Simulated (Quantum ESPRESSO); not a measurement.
**CdS (Greenockite): zone-centre phonons under several settings**

```
Cd S
1.0
     4.15000    0.00000    0.00000
    -2.07500    3.59401    0.00000
     0.00000    0.00000    6.73700
Cd S
2 2
Direct
  0.66667 0.33333 0.50000
  0.33333 0.66667 0.00000
  0.66667 0.33333 0.87500
  0.33333 0.66667 0.37500
```

All runs used Quantum ESPRESSO 7.5; k mesh 4 × 4 × 2, shifted; relaxed cell; no spin polarisation; cutoff 612 eV; occupations smeared at first, fixed for the response.

| level | potentials | volume (Å³/atom) | pressure (GPa) | lowest optical mode without the field (cm⁻¹) | highest optical mode without the field (cm⁻¹) | sum of the Born charges (e) |
| --- | --- | --- | --- | --- | --- | --- |
| LDA | GBRV 1.5 LDA | ? | 0.1 | ? | ? | ? |
| PBE | GBRV 1.5 PBE | 26.22 | 0.0 | 43 | 281 | -0.32 |
| AM05 | GBRV 1.5 PBE | 25.15 | 0.0 | 44 | 291 | -0.35 |
| RPBE | GBRV 1.5 PBE | 27.26 | 0.0 | 44 | 269 | -0.26 |
| vdW-DF-cx | GBRV 1.5 PBE | 25.16 | 0.0 | 37 | 293 | -0.36 |

Question: What stands in the row left open?

Answer: Volume 24.01 Å³/atom; lowest optical mode without the field 41 cm⁻¹; highest optical mode without the field 308 cm⁻¹; sum of the Born charges -0.44 e.

Caveats: all runs use coarse meshes; the potentials were made for another functional, which shifts forces and pressure (some runs).

For the row left open. Caveat: the k mesh is coarse (spacing up to 0.47 Å⁻¹), so the values aren't converged; the mesh is thin for the dielectric tensor, Born charges and intensities, which usually come out too large; the Born charges break their sum rule by 0.44 e, a sign of too thin a mesh.
